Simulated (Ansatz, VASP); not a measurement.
**One calculation of MgS (Niningerite), two programs**

```
Mg S
1.0
     0.00000    2.61970    2.61970
     2.61970    0.00000    2.61970
     2.61970    2.61970    0.00000
Mg S
1 1
Cartesian
  0.0000 0.0000 0.0000
  2.6197 2.6197 2.6197
```

Alike in both runs: functional r2SCAN; k mesh 10 × 10 × 10; occupations fermi-dirac, width 0.02 eV; no spin polarisation.

Ansatz relaxed the structure, and its values are those at the end. VASP's run is a single point on that final structure, the one shown.

```csv
,VASP,Ansatz
version,VASP 6.6.1,Ansatz 0.2.0
potentials or method,"VASP PAW PBE potentials, release 64 (Mg, S)",PAW plane waves
plane-wave cutoff (eV),520,500
valence electrons in the cell,8,16
```

VASP gave:

```
gap on the k mesh at the Fermi level (eV) : 3.39
pressure (GPa)                            : -2.0
```

**Question.** Estimate Ansatz's values.

**Answer.** gap on the k mesh at the Fermi level (eV): 3.43; pressure (GPa): -1.5.

The functional is the same, so the differences come from potentials, cutoffs and numerics. The two sets of potentials don't hold the same shells in valence. Ansatz warned: «stress_scf_threshold_loose».

Caveats: the PAW data sets were made with another functional, which shifts forces and pressure a little (VASP). A k mesh can miss the band edges. r2SCAN opens gaps a little over a GGA but as a rule still falls short of measured ones.
